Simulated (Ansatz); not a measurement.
NiO: single point with PBE

The system is NiO.

```
Ni O
1.0
     0.00000    2.08590    2.08590
     2.08590    0.00000    2.08590
     2.08590    2.08590    0.00000
Ni O
1 1
Direct
  0.00000 0.00000 0.00000
  0.50000 0.50000 0.50000
```

* Program: Ansatz 0.2.0
* Task: single point
* Functional: PBE
* Potentials or basis: all-electron LAPW, scalar-relativistic
* Cutoff: 378 eV (chosen from the basis error)
* Basis error allowed: 0.001 eV/atom
* k mesh: 11 × 11 × 11
* Occupations: gaussian, width 0.011 eV
* Spin: collinear spin, ferromagnetic start
* Starting moments: [1.0, 0.0] μB

```json
{"Pressure": "6.6 GPa", "Band gap on the k mesh": "none (metal or under the smearing width)", "Net moment": "1.81 μB per cell", "Absolute moment": "1.82 μB per cell", "Site moments": "Ni +1.50; O +0.30 μB"}
```

Levels at points of the mesh, in eV from the Fermi level:
Spin up:
```tsv
k point	band 12	band 13	band 14	band 15	band 16	band 17
(0.00, 0.00, 0.00)	-2.69	-2.69	-2.69	1.50	17.76	18.83
```
Spin down:
| k point | band 9 | band 10 | band 11 | band 12 | band 13 | band 14 | band 15 | band 16 |
| --- | --- | --- | --- | --- | --- | --- | --- | --- |
| (0.00, 0.00, 0.00) | -2.50 | -1.87 | -1.87 | -1.87 | -0.53 | -0.53 | 1.86 | 17.70 |

Run time: 16 s on 2 threads of Arm Neoverse V1 (shared host), peak memory 0.44 GiB.

The gap isn't set beside the measured one, since this odd mesh misses points on the zone boundary.

Caveat: a cell with one magnetic atom can't hold antiferromagnetic order, which such compounds often take; semilocal functionals often make such compounds metallic where correlation or magnetic order opens a gap, which also shifts bond lengths.
